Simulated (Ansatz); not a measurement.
The system is BaTiO3.

```
Ba Ti O
1.0
     2.82767    1.63255    2.31773
    -2.82767    1.63255    2.31773
     0.00000   -3.26511    2.31773
Ba Ti O
1 1 3
Direct
  0.03347 0.98847 0.00184
  0.50610 0.52748 0.53723
  0.48625 0.49715 0.97115
  0.47409 0.98642 0.47201
  0.97879 0.47918 0.49647
```

```yaml
Program: Ansatz 0.2.0
Task: relaxation of cell and atoms
Functional: RPBE
Potentials_or_basis: Ansatz PAW
Cutoff: "420 eV (not typed: the program's choice for these potentials)"
k_mesh: 7 × 7 × 7
Occupations: fermi-dirac, width 0.05 eV
Spin: no spin polarisation
```

At the start: volume 12.84 Å³/atom.

**Question.** Where does the relaxation end?

**Answer.** It ends after 12 steps and the volume is 14.02 Å³/atom (+9.2 %); space group R3m (No. 160, to 0.05 Å).

The path:
| step | energy change (eV) | largest force (eV/Å) | volume (Å³) |
| --- | --- | --- | --- |
| 1 | 0.0000 | 2.2261 | 64.20 |
| 2 | -0.3092 | 0.8465 | 68.96 |
| 3 | -0.3440 | 0.3235 | 70.14 |
| 4 | -0.3637 | 0.0860 | 69.47 |
| 5 | -0.3655 | 0.0099 | 69.55 |
| 6 | -0.3658 | 0.0295 | 69.46 |
| 7 | -0.3657 | 0.0011 | 69.52 |
| 8 | -0.3902 | 0.0008 | 69.52 |
| 9 | -0.3898 | 0.0028 | 70.02 |
| 10 | -0.3913 | 0.0028 | 70.02 |
| 11 | -0.3911 | 0.0004 | 70.09 |
| 12 | -0.3913 | 0.0004 | 70.09 |

Final structure:
```
Ba Ti O
1.0
     2.90208    1.67542    2.40205
    -2.90182    1.67529    2.40181
     0.00002   -3.35191    2.40277
Ba Ti O
1 1 3
Direct
  0.00810 0.00807 0.00817
  0.52415 0.52411 0.52425
  0.48704 0.48705 0.97232
  0.48698 0.97247 0.48697
  0.97243 0.48700 0.48698
```

Caveat: the plane-wave basis is chosen anew once the cell has moved, so the energies of steps on either side of that aren't comparable; the pressure holds a Pulay correction of +0.4 GPa for the finite cutoff; the PAW data sets come from PBE, with cores solved anew for the run's functional, which leaves a small shift of forces and pressure.
